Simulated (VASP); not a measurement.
# I (I4/mmm) in VASP: a series of runs

The runs below take I through single point, with RPBE, PBE.

Program: VASP 6.6.1. These are calculated values, not measurements. Logs are shortened: lines on timing, memory, paths and dates and some standing lists are left out, and cuts for length are marked.

**1. The structure**

Symmetry: I4/mmm, No. 139, tetragonal system. Conventional cell: a = 3.235 Å, b = 3.235 Å, c = 8.530 Å, α = 90.00°, β = 90.00°, γ = 90.00°. I (site symmetry 4/mmm) has 4 I at 3.23 Å as nearest neighbours.

**2. Single point, RPBE**

INCAR

```
PREC = Accurate
ENCUT = 500
EDIFF = 1E-6
ISMEAR = 0
SIGMA = 0.05
LREAL = F
LASPH = T
NELM = 80
ALGO = Normal
ISIF = 2
LWAVE = F
LCHARG = F
GGA = RP
```

KPOINTS

```
regular mesh
0
Gamma
  11 11 11
```

POSCAR

```
I
1.0
   -1.6174560000      1.6174560000      4.2648080000
    1.6174560000     -1.6174560000      4.2648080000
    1.6174560000      1.6174560000     -4.2648080000
I
1
Cartesian
    0.0000000000      0.0000000000      0.0000000000
```

Potentials or basis: VASP PAW PBE potentials, release 64 (I).

On the command line:

```sh
> cat potpaw_PBE.64/I/POTCAR > POTCAR
> mpirun -np 1 vasp_std > vasp.out
```

OUTCAR:

```text
PREC = Accurate
   ENCUT = 500
   EDIFF = 1E-6
   ISMEAR = 0
   LREAL = F
   LASPH = T
   NELM = 80
   ISIF = 2
   GGA = RP

 ion  position               nearest neighbor table
   1  0.000  0.000  0.000-

  LATTYP: Found a body centered tetragonal cell.
 ALAT       =     3.2349120000
 C/A-ratio  =     2.6367381864

  Lattice vectors:

 A1 = (  -1.6174560000,   1.6174560000,   4.2648080000)
 A2 = (   1.6174560000,  -1.6174560000,   4.2648080000)
 A3 = (   1.6174560000,   1.6174560000,  -4.2648080000)

Analysis of symmetry for initial positions (statically):
=====================================================================
 Subroutine PRICEL returns:
 Original cell was already a primitive cell.

 Routine SETGRP: Setting up the symmetry group for a
 body centered tetragonal supercell.

 Subroutine GETGRP returns: Found 16 space group operations
 (whereof 16 operations were pure point group operations)
 out of a pool of 16 trial point group operations.

The static configuration has the point symmetry D_4h.

Analysis of symmetry for dynamics (positions and initial velocities):
=====================================================================
 Subroutine PRICEL returns:
 Original cell was already a primitive cell.

 Routine SETGRP: Setting up the symmetry group for a
 body centered tetragonal supercell.

 Subroutine GETGRP returns: Found 16 space group operations
 (whereof 16 operations were pure point group operations)
 out of a pool of 16 trial point group operations.

The dynamic configuration has the point symmetry D_4h.

 Subroutine INISYM returns: Found 16 space group operations
 (whereof 16 operations are pure point group operations),
 and found     1 'primitive' translations

----------------------------------------------------------------------------------------

                                     Primitive cell

  volume of cell :      44.6297

  direct lattice vectors                    reciprocal lattice vectors
    -1.617456000  1.617456000  4.264808000     0.000000000  0.309127420  0.117238572
     1.617456000 -1.617456000  4.264808000     0.309127420  0.000000000  0.117238572
     1.617456000  1.617456000 -4.264808000     0.309127420  0.309127420  0.000000000

  length of vectors
     4.839515999  4.839515999  4.839515999     0.330612529  0.330612529  0.437172190

  position of ions in fractional coordinates (direct lattice)
     0.000000000  0.000000000  0.000000000

  ion indices of the primitive-cell ions
[... 101 lines left out ...]
   LREAL  =      F    real-space projection
   EDIFFG = 0.1E-04   stopping-criterion for IOM
   NSW    =      0    number of steps for IOM
   IBRION =     -1    ionic relax: 0-MD 1-quasi-New 2-CG
   NFREE  =      0    steps in history (QN), initial steepest desc. (CG)
   ISIF   =      2    stress and relaxation
   ISYM   =      2    0-nonsym 1-usesym 2-fastsym
   POTIM  = 0.5000    time-step for ionic-motion
   TEBEG  =    0.0;   TEEND  =   0.0 temperature during run
   PSTRESS=    0.0 pullay stress
   NELECT =       7.0000    total number of electrons
   NUPDOWN=      -1.0000    fix difference up-down
   EMIN   =  10.00;   EMAX   =-10.00  energy-range for DOS
   EFERMI =   0.00;   METHOD = LEGACY
   ISMEAR =     0;   SIGMA  =   0.05  broadening in eV -4-tet -1-fermi 0-gaus
   EFERMI_NEDOS =   21; number of points for ismear=-14 and -15
   IALGO  =     38    algorithm
   IMIX   =      4    mixing-type and parameters
     AMIX     =   0.40;   BMIX     =  1.00
     AMIX_MAG =   1.60;   BMIX_MAG =  1.00
  volume/ion in A,a.u.               =      44.63       301.18
  Fermi-wavevector in a.u.,A,eV,Ry     =   0.882875  1.668392 10.605317  0.779469
  Thomas-Fermi vector in A             =   2.003566
   LORBIT       =      0    0 simple, 1 ext, 2 COOP (PROOUT), +10 PAW based schemes
   GGA     = RP    functional components
   LHFCALC =     F    Hartree Fock is set to
   AEXX    =    0.0000 exact exchange contribution
   IVDW    =     0    specifies the selected vdW correction
   LEPSILON=     F    determine dielectric tensor
   LRPA    =     F    only Hartree local field effects (RPA)
 non-spin polarized calculation
 Gauss-broadening in eV      SIGMA  =   0.05
  energy-cutoff  :      500.00
  volume of cell :       44.63
 maximum number of plane-waves:      1156
   NGX = 17   NGY = 17   NGZ = 17

 number of electron       6.9999999 magnetization

 Free energy of the ion-electron system (eV)
  ---------------------------------------------------
  ext. energy  EPLUGINS =         0.00000000
  ---------------------------------------------------
  free energy    TOTEN  =        -1.14565385 eV

  energy without entropy =       -1.14419683  energy(sigma->0) =       -1.14492534

 E-fermi :   2.8255     XC(G=0):  -7.5150

 val. band max:        2.8203870132   @ k =  -0.0909  -0.1818   0.0909
 cond. band min:       2.8256816770   @ k =  -0.4545  -0.4545   0.3636
 fundamental gap:      0.0052946638
 Fermi energy:         2.8255113500

 k-point     1 :       0.0000    0.0000    0.0000
  band No.  band energies     occupation
      1     -10.9571      2.00000
      2       0.4419      2.00000
      3       3.5935      0.00000
      4       3.5935      0.00000
      5       7.2737      0.00000
      6      10.0778      0.00000
      7      10.8304      0.00000
[... 381 lines left out ...]
 k-point    40 :       0.3636    0.0909    0.0909
  band No.  band energies     occupation
      1      -9.3317      2.00000
      2      -1.9282      2.00000
      3       1.2964      2.00000
      4       2.3549      2.00000
      5       8.3299      0.00000
      6      10.4917      0.00000
      7      12.5658      0.00000

 [... further k-points ...]

------------------------ aborting loop because EDIFF is reached ----------------------------------------

  FORCE on cell =-STRESS in cart. coord.  units (eV):
  Direction    XX          YY          ZZ          XY          YZ          ZX
  --------------------------------------------------------------------------------------
  -------------------------------------------------------------------------------------
  Total        0.3743884      0.3743884      0.2987703      0.0000000     -0.0000000      0.0000000
  in kB       13.4402872     13.4402872     10.7256477      0.0000000     -0.0000000      0.0000000
  external PRESSURE =      12.5354074 kB  Pullay stress =       0.0000000 kB

 VOLUME and BASIS-vectors are now :
 -----------------------------------------------------------------------------
  energy-cutoff  :      500.00
  volume of cell :       44.63
      direct lattice vectors                 reciprocal lattice vectors
    -1.617456000  1.617456000  4.264808000     0.000000000  0.309127420  0.117238572
     1.617456000 -1.617456000  4.264808000     0.309127420  0.000000000  0.117238572
     1.617456000  1.617456000 -4.264808000     0.309127420  0.309127420  0.000000000

 POSITION                                       TOTAL-FORCE (eV/Angst)
 -----------------------------------------------------------------------------------
      0.00000      0.00000      0.00000         0.000000      0.000000      0.000000
 -----------------------------------------------------------------------------------
    total drift:                               -0.000000      0.000000      0.000000

  FREE ENERGIE OF THE ION-ELECTRON SYSTEM (eV)
  ---------------------------------------------------
  free  energy   TOTEN  =        -1.1456538531 eV

  energy  without entropy=       -1.1441968257  energy(sigma->0) =       -1.14492534
```

OSZICAR:

```text
N       E                     dE             d eps       ncg     rms          rms(c)
DAV:   1     0.231715261909E+02    0.23172E+02   -0.23295E+03  1771   0.665E+02
DAV:   2    -0.357965256483E+00   -0.23529E+02   -0.22627E+02  2527   0.953E+01
DAV:   3    -0.116368216075E+01   -0.80572E+00   -0.80315E+00  2135   0.213E+01
DAV:   4    -0.117014100241E+01   -0.64588E-02   -0.64581E-02  2737   0.237E+00
DAV:   5    -0.117016203170E+01   -0.21029E-04   -0.21029E-04  2450   0.101E-01    0.461E+00
DAV:   6    -0.115188183650E+01    0.18280E-01   -0.19802E-02  2135   0.892E-01    0.287E+00
DAV:   7    -0.114566090778E+01    0.62209E-02   -0.42103E-02  2177   0.134E+00    0.116E-01
DAV:   8    -0.114561877716E+01    0.42131E-04   -0.16173E-03  2023   0.311E-01    0.411E-02
DAV:   9    -0.114563238205E+01   -0.13605E-04   -0.22059E-05  2765   0.465E-02    0.135E-02
DAV:  10    -0.114565362623E+01   -0.21244E-04   -0.31772E-05  2093   0.441E-02    0.121E-02
DAV:  11    -0.114565385314E+01   -0.22691E-06   -0.47836E-07  2590   0.521E-03
   1 F= -.11456539E+01 E0= -.11449253E+01  d E =-.145703E-02
```

stdout:

```text
POSCAR found type information on POSCAR I
 POSCAR found :  1 types and       1 ions
 scaLAPACK will be used
 -----------------------------------------------------------------------------
|                                                                             |
|                                                                             |
|     You enforced a specific xc type in the INCAR file but a different       |
|     I HOPE YOU KNOW WHAT YOU ARE DOING!                                     |
|                                                                             |
 -----------------------------------------------------------------------------

 LDA part: xc-table for (Slater+PW92), standard interpolation
 POSCAR, INCAR and KPOINTS ok, starting setup
 FFT: planning ... GRIDC
 FFT: planning ... GRID_SOFT
 FFT: planning ... GRID
 WAVECAR not read
 entering main loop
```

Run time: 41 s. Hardware: 1 thread of Intel Xeon Platinum 8488C (Sapphire Rapids), shared host; peak memory 0.22 GiB.

What came out:

```yaml
Free_energy: -1.1457 eV
Pressure: 1.3 GPa
Band_gap_on_the_k_mesh: none (metal or under the smearing width)
```

Stress tensor (GPa, compression positive):
```
1.34 0.00 0.00
0.00 1.34 0.00
0.00 0.00 1.07
```

Levels at points of the mesh, in eV from the Fermi level:
```csv
k point,band 1,band 2,band 3,band 4,band 5,band 6,band 7
"(0.00, 0.00, 0.00)",-13.78,-2.38,0.77,0.77,4.45,7.25,8.00
```

Caveat: the PAW data sets were made with another functional, which shifts forces and pressure a little; an odd number of electrons without spin polarisation forces a metal; a magnetic or distorted state may lie lower.

**3. Single point, RPBE**

run.py

```python
from ase.calculators.vasp import Vasp
from ase.dft.bandgap import bandgap
from ase.io import read

atoms = read('POSCAR')
calc = Vasp(
    directory='calc',
    xc='rpbe',
    pp='PBE',
    setups='minimal',
    prec='Accurate',
    encut=500,
    ediff=1e-06,
    ismear=0,
    sigma=0.05,
    lreal=False,
    lasph=True,
    nelm=100,
    algo='Normal',
    isif=2,
    lwave=False,
    lcharg=False,
    kpts=[11, 11, 11],
    gamma=True,
    nbands=10,
)
atoms.calc = calc

print('energy (eV):', atoms.get_potential_energy())
print('free energy (eV):', atoms.get_potential_energy(force_consistent=True))
print('forces (eV/A):')
print(atoms.get_forces())
print('stress (eV/A^3, Voigt):', atoms.get_stress())
print('Fermi level (eV):', calc.get_fermi_level())
gap, top, bottom = bandgap(calc)
print('band gap (eV):', gap, 'from (spin, k, band)', top, 'to', bottom)
```

Edit POSCAR of step 2 so:

```diff
@@ -7,3 +7,3 @@
 1
-Cartesian
+Direct
     0.0000000000      0.0000000000      0.0000000000
```

Potentials or basis: VASP PAW PBE potentials, release 64 (I).

On the command line:

```sh
> python run.py
```

Log:

```text
energy (eV): -1.14492516
free energy (eV): -1.14565369
forces (eV/A):
[[-0. -0.  0.]]
stress (eV/A^3, Voigt): [-0.00837903 -0.00837903 -0.00669287 -0.         -0.         -0.        ]
Fermi level (eV): 2.82550915
band gap (eV): 0.0 from (spin, k, band) (None, None, None) to (None, None, None)
```

OUTCAR:

```text
ENCUT = 500.000000
   EDIFF = 1.00e-06
   GGA = RP
   PREC = Accurate
   ISIF = 2
   ISMEAR = 0
   NELM = 100
[... 764 lines left out ...]
 -----------------------------------------------------------------------------------
      0.00000      0.00000      0.00000        -0.000000     -0.000000      0.000000
 -----------------------------------------------------------------------------------
    total drift:                               -0.000000      0.000000      0.000000

  FREE ENERGIE OF THE ION-ELECTRON SYSTEM (eV)
  ---------------------------------------------------
  free  energy   TOTEN  =        -1.1456536873 eV

  energy  without entropy=       -1.1441966302  energy(sigma->0) =       -1.14492516
```

INCAR:

```text
ENCUT = 500.000000
SIGMA = 0.050000
EDIFF = 1.00e-06
ALGO = Normal
GGA = RP
PREC = Accurate
ISIF = 2
ISMEAR = 0
NBANDS = 10
NELM = 100
LASPH = .TRUE.
LCHARG = .FALSE.
LWAVE = .FALSE.
LREAL = .FALSE.
```

Run time: 50 s. Hardware: 1 thread of Intel Xeon Platinum 8488C (Sapphire Rapids), shared host; peak memory 0.22 GiB.

What came out:

```
Free energy            : -1.1457 eV
Pressure               : 1.3 GPa
Band gap on the k mesh : none (metal or under the smearing width)
```

Stress tensor (GPa, compression positive):
```
1.34 0.00 0.00
0.00 1.34 0.00
0.00 0.00 1.07
```

Caveat: the PAW data sets were made with another functional, which shifts forces and pressure a little; an odd number of electrons without spin polarisation forces a metal; a magnetic or distorted state may lie lower.

(Continued in part 2 of 2.)
